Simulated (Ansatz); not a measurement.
## MgO under changes of volume

One of the cells (9.221 Å³/atom); the others are scaled copies at fixed shape and fractional positions:

```
Mg O
1.0
     0.00000    2.09700    2.09700
     2.09700    0.00000    2.09700
     2.09700    2.09700    0.00000
Mg O
1 1
Direct
  0.00000 0.00000 0.00000
  0.50000 0.50000 0.50000
```

The cell is a database's computed one.

- Program: Ansatz 0.2.0
- Functional: PBE
- Potentials or basis: all-electron LAPW, scalar-relativistic
- Cutoff: 343 eV (chosen from the basis error)
- Basis error allowed: 0.0005 eV/atom
- k mesh: 11 × 11 × 11
- Occupations: fermi-dirac, width 0.05 eV
- Spin: no spin polarisation

| volume (Å³/atom) | energy over the lowest point (meV/atom) | pressure (GPa) | gap on the mesh (eV) |
| --- | --- | --- | --- |
| 8.668 | 52.76 | 19.3 | 5.50 |
| 8.853 | 33.16 | 14.8 | 5.28 |
| 9.037 | ? | ? | ? |
| 9.221 | 8.41 | 7.0 | 4.86 |
| 9.406 | 2.36 | 3.6 | 4.67 |
| 9.590 | 0.00 | 0.5 | 4.49 |
| 9.775 | 0.99 | -2.2 | 4.31 |

Task: What does the run at 9.037 Å³/atom give?

Result: Energy over the lowest point 18.54 meV/atom; pressure 10.7 GPa; gap on the mesh 5.07 eV.

Worked out: A Birch-Murnaghan fit of order 3 (a polynomial in V^(-2/3)) to the other rows has its minimum at 9.62 Å³/atom with B0 = V·E''(V) = 150 GPa and B' = 3.9. It gives 18.56 meV/atom at 9.037 Å³/atom, against the run's 18.54, and -dE/dV = 10.7 GPa, against 10.7. A straight line through the other rows of the gap, of slope -9.92 eV per unit of ln V (its deformation potential), gives 5.08 eV, against the run's 5.07.

Energies are extrapolated to zero smearing.
